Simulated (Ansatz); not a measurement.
Runs of Ansatz 0.2.0 on InP. It takes space group Fm-3m (No. 225, cubic). The conventional cell has a = 5.538 Å, b = 5.538 Å, c = 5.538 Å, α = 90.00°, β = 90.00°, γ = 90.00°. Around In (site symmetry m-3m) lie 6 P at 2.77 Å. P (site symmetry m-3m) is surrounded by 6 In at 2.77 Å. Measurements of this composition are mostly on another form, of space group No. 216.

| task | level | cell | k mesh | smearing | atoms under strain | gap on the mesh (eV) | pressure (GPa) |
| --- | --- | --- | --- | --- | --- | --- | --- |
| elastic constants | RPBE+D3(BJ) | as given | 6 × 6 × 6 | tetrahedron | clamped | none | -16.5 |
| single point | PBE | as given | 8 × 8 × 8 | gaussian 0.05 eV | - | none | -0.1 |
| single point | PBEsol | as given | 8 × 8 × 8 | gaussian 0.02 eV | - | none | (a) |
| single point | PBE | as given | 8 × 8 × 8 | gaussian 0.1 eV | - | none | -0.1 |
| single point | PBE | another cell of the same crystal, with 2 atoms | 8 × 8 × 8 | gaussian 0.05 eV | - | none | -0.1 |

Alike in all rows: potentials or basis Ansatz PAW; no spin polarisation; cutoff (eV) 420.

Problem. Estimate the missing entries.

Solution. (a) -3.4.

Caveats: the PAW data sets come from PBE, with cores solved anew for the run's functional, which leaves a small shift of forces and pressure (some runs); the cell is more than 3 GPa from zero pressure, which shifts response properties (some runs); elastic constants of metals need much finer meshes, so these are rough (some runs); so large a pressure means that the cell lies far from this level's equilibrium, or that cutoff or potentials fall short (some runs); pairwise dispersion overbinds metals, which lowers pressure and volume (some runs); with tetrahedron occupations forces and stress needn't match the slope of the energy (some runs).

A k mesh can miss the band edges, and the runs leave out spin-orbit coupling on In.

A gap of «none» marks a metal or a gap under the smearing width.
